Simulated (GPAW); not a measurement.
Mg2ZnO3 and the effect of the functional

```yaml
crystal:
  lattice:
    - [3.03300, 0.00000, 0.00000]
    - [-1.51650, 2.62665, 0.00000]
    - [0.00000, 0.00000, 7.40332]
  atoms:
    - { symbol: Zn, position: [0.00000, 0.00000, 0.00000] }
    - { symbol: Mg, position: [0.66667, 0.33333, 0.33420] }
    - { symbol: Mg, position: [0.33333, 0.66667, 0.66580] }
    - { symbol: O, position: [0.00000, 0.00000, 0.50000] }
    - { symbol: O, position: [0.66667, 0.33333, 0.82738] }
    - { symbol: O, position: [0.33333, 0.66667, 0.17262] }
```

The cell comes from a database or a generator and needn't be the stable form of this composition.

Kept alike: task band structure; k mesh 7 × 7 × 3; occupations fermi-dirac, width 0.05 eV; no spin polarisation. Program: GPAW, potentials by row: the program's PAW data sets (release 1.2.1) made for this functional (LDA); PAW data sets generated for this functional (PBEsol); GPAW PAW data sets (gpaw-data 1.2.1) (r2SCAN on files made for PBE), cutoff 800 eV. The mesh is that of the run's cell of 6 atoms. No spin-orbit coupling.

```csv
functional,band gap (eV),pressure (GPa)
LDA,2.832,-12.03
PBEsol,2.811,-5.53
r2SCAN,3.613,-6.14
```

Pressure is positive in compression; the values hold the error of the finite cutoff, so their zero can differ a little from the energy's minimum. Gaps are the smaller of the mesh's and the band path's.

Question: What does the functional change here?

Answer: The band gap runs from 2.811 (PBEsol) to 3.613 eV (r2SCAN). The pressure runs from -12.03 (LDA) to -5.53 GPa (PBEsol).
